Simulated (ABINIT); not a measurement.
Hf: optical spectrum with LDA

Crystal: Hf.

```
Hf
1.0
     3.19670    0.00000    0.00000
    -1.59835    2.76842    0.00000
     0.00000    0.00000    5.05780
Hf
2
Direct
  0.66667 0.33333 0.75000
  0.33333 0.66667 0.25000
```

```
Program             : ABINIT 10.8.3 (patched build)
Task                : optical spectrum
Functional          : LDA
Potentials or basis : PseudoDojo NC SR LDA v0.4.1 standard
Cutoff              : 707 eV
k mesh              : 16 × 16 × 8, shifted
Occupations         : fermi-dirac, width 0.2 eV
Spin                : no spin polarisation
Bands in the sums   : 18
Broadening (eV)     : 0.05
Scissor shift (eV)  : 0
Tensor components   : [11, 33]
```

```
Pressure : -8.5 GPa
```

Stress tensor (GPa, compression positive):
```
-8.68  0.00  0.00
 0.00 -8.68  0.00
 0.00  0.00 -8.21
```

Dielectric function (mean over the directions given):
```
energy (eV)  real part  imaginary part
       0.33      49.02           16.11
       1.31      13.09           29.19
       2.29      -5.85           23.42
       3.37      -3.70           14.12
       4.35      -3.96            8.83
       5.44      -2.82            7.82
       6.42      -2.65            5.00
       7.51      -1.65            2.93
       8.49      -0.57            3.01
       9.58      -1.73            5.04
      10.56      -2.99            2.00
      11.65      -2.11            1.05
      12.63      -1.38            0.49
      13.71      -0.92            0.28
      14.69      -0.43            0.05
      15.78      -0.07            0.03
      16.76       0.15            0.01
      17.85       0.34            0.01
      18.83       0.48            0.01
      19.92       0.61            0.01
```

Wall time 4.1 min on 1 thread of Arm Neoverse V2, on a shared host, peak memory 1.5 GiB.

Caveat: the intraband (Drude) term is left out; spectra need much finer meshes, so this one isn't converged; independent-particle spectra lack excitons. Spin-orbit coupling is left out, which matters for the levels of Hf.
